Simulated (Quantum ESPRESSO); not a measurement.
## SnO: equation of state with PBEsol

Crystal: SnO.

```
Sn O
1.0
     3.81370    0.00000    0.00000
     0.00000    3.81370    0.00000
     0.00000    0.00000    4.88691
Sn O
2 2
Direct
  0.50000 0.00000 0.76463
  0.00000 0.50000 0.23537
  0.00000 0.00000 0.00000
  0.50000 0.50000 0.00000
```

The cell is a database's computed one.

```
Program             : Quantum ESPRESSO 7.5
Task                : equation of state
Functional          : PBEsol
Potentials or basis : GBRV 1.5 PBEsol
Cutoff              : 925 eV
Density cutoff      : 7401 eV
k mesh              : 7 × 7 × 6
Occupations         : fermi-dirac, width 0.05 eV
Spin                : no spin polarisation
Mixing beta         : 0.5
Most SCF iterations : 120
SCF threshold       : 8e-10 Ry
```

```json
{
  "Equilibrium volume": "17.70 Å³/atom",
  "Bulk modulus at fixed shape and positions": "95 GPa",
  "Pressure derivative of the bulk modulus": "4.4"
}
```

Energy against volume, from the lowest point:
| volume (Å³/atom) | energy (meV/atom) |
| --- | --- |
| 16.703 | 18.24 |
| 17.058 | 7.21 |
| 17.414 | 1.31 |
| 17.769 | 0.00 |
| 18.125 | 2.84 |
| 18.480 | 9.39 |
| 18.835 | 19.26 |

All runs of the series together: 6 min on 2 threads of Arm Neoverse V2, on a shared host.

Caveat: the cell was scaled at fixed shape and fractional positions, which overstates the stiffness of a crystal with free parameters, most of all of layers and chains.
